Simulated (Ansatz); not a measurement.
# Si: a tetragonal deformation path

The task here is to estimate one member of a computed series from the others.

Computed with Ansatz 0.2.0 (DFT LDA, scalar-relativistic, plane waves, PAW, unless a step's input says otherwise).

## The starting structure

It takes space group I4/mmm (No. 139, tetragonal). Conventional cell: a = 3.254 Å, b = 3.254 Å, c = 2.641 Å, α = 90.00°, β = 90.00°, γ = 90.00°. Si (site symmetry 4/mmm) has 10 Si at 2.64 to 2.65 Å as nearest neighbours.

As a file:

```xyz
1
Lattice="-1.6269 1.6269 1.3203 1.6269 -1.6269 1.3203 1.6269 1.6269 -1.3203" Properties=species:S:1:pos:R:3 pbc="T T T"
Si    0.0000    0.0000    0.0000
```

Source of the structure: the Materials Project (structure only).

Set-up of the first run:

Input file input.yaml:

```yaml
crystal:
  lattice:
    - [-1.62691493, 1.62691493, 1.32032985]
    - [1.62691493, -1.62691493, 1.32032985]
    - [1.62691493, 1.62691493, -1.32032985]
  atoms:
    - { symbol: Si, position: [0.0, 0.0, 0.0] }
basis:
  ecutwfc: 420
kpoints:
  mp_grid: { grid: [8, 8, 8] }
hamiltonian:
  xc: lda
scf:
  occupations: { method: gaussian, width: 0.1 }
output:
  forces: true
  stress: true
  eigenvalues: true
```

Command:

```sh
> ansatz run input.yaml --threads 1 --pin off --max-ram 2560MiB --backend cpu --events-out ev --progress --plain --runs-dir out
```

Steps of the session up to this table: A first look at the start; The undisturbed cell; Point ρ = 0.850; At ρ = 1.200; ρ = 0.920; Point ρ = 1.100; Point ρ = 0.960; Point ρ = 1.050; At ρ = 0.800; Point ρ = 1.300.

One table of the session follows, with a row left open; its other results are not shown here.

It belongs to the step «The scan collected». Collected from the runs (energy zero: the undisturbed cell):

| ρ | ΔE (meV/atom) | pressure (GPa) |
| --- | --- | --- |
| 0.800 | 143.7 | 7.6 |
| 0.850 | 58.3 | 3.8 |
| 0.920 | 8.8 | 0.8 |
| 0.960 | 0.5 | 0.0 |
| 1.000 | 0.0 | -0.3 |
| 1.050 | 6.0 | -0.2 |
| 1.100 | 16.2 | 0.1 |
| 1.200 | ? | ? |
| 1.300 | 36.0 | 0.8 |

Q: Estimate the row for ρ = 1.200 from the others.

Worked estimate for «ΔE (meV/atom)». A straight line through the neighbours (1.100, 16.2) and (1.300, 36.0) gives 16.2 + (36.0 − 16.2) × (1.200 − 1.100) / (1.300 − 1.100) = 26.1; a parabola fitted to 3 rows on both sides gives 30.3.

The run gave: ΔE (meV/atom): 38.2; pressure (GPa): 0.9. In «ΔE (meV/atom)» the line misses by -12.1 and the parabola by -7.9. Between these rows the values bend or scatter more than so simple an estimate can follow.
